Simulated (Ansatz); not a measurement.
## BaTiO₃, a database entry at a rescaled volume

```
Ba Ti O
1.0
    -7.89384    0.00000    0.00000
     0.00000   -2.80390    2.81033
     0.00000    2.80390    2.81033
Ba Ti O
2 2 6
Direct
  0.00000 0.00000 0.00000
  0.50000 0.00000 0.00000
  0.25000 0.51000 0.51000
  0.75000 0.51000 0.51000
  0.00000 0.49000 0.49000
  0.50000 0.49000 0.49000
  0.25000 0.98400 0.49000
  0.75000 0.98400 0.49000
  0.25000 0.49000 0.98400
  0.75000 0.49000 0.98400
```

The numbers come from plane-wave PAW DFT (Ansatz): r2SCAN, collinear spin, 500 eV, 3×5×5 (shifted by 0, 0.5, 0.5 steps) k points, gaussian occupations (width 0.0115 eV). Nothing was relaxed.

The state carries no moments; the state need not be the lowest.

(1) What do density and ELF say about some of the short contacts?

(2) Give the Bader charges.

(3) Are the atoms at rest?

(4) What is the character of the valence top and the conduction bottom?

(5) What is the band gap?

Origin: a database entry at a rescaled volume. Caveats: the input typed no starting moments; the mesh misses a band edge that the path finds.

## Answers

(1) Ti–O at 1.88 Å: least valence density 0.85 e/Å³ and ELF 0.23 there. Ba–O at 2.75 Å: least valence density 0.20 e/Å³ and ELF 0.09 there, a closed-shell (ionic or weak) contact. Both are smooth PAW fields, read partly inside the augmentation spheres.

(2) Bader charges in e: Ba +1.57, Ti +2.31, O -1.29. In the mean Ti gives up most and O takes most.

(3) Nearly at rest: the largest force is 0.025 eV/Å.

(4) Within 0.7 eV of the edges, the states project mainly on O p (94 %) below the gap and on Ti d (88 %) above it.

(5) The gap is 2.45 eV, indirect or between spins (the least direct gap found is 2.66 eV).
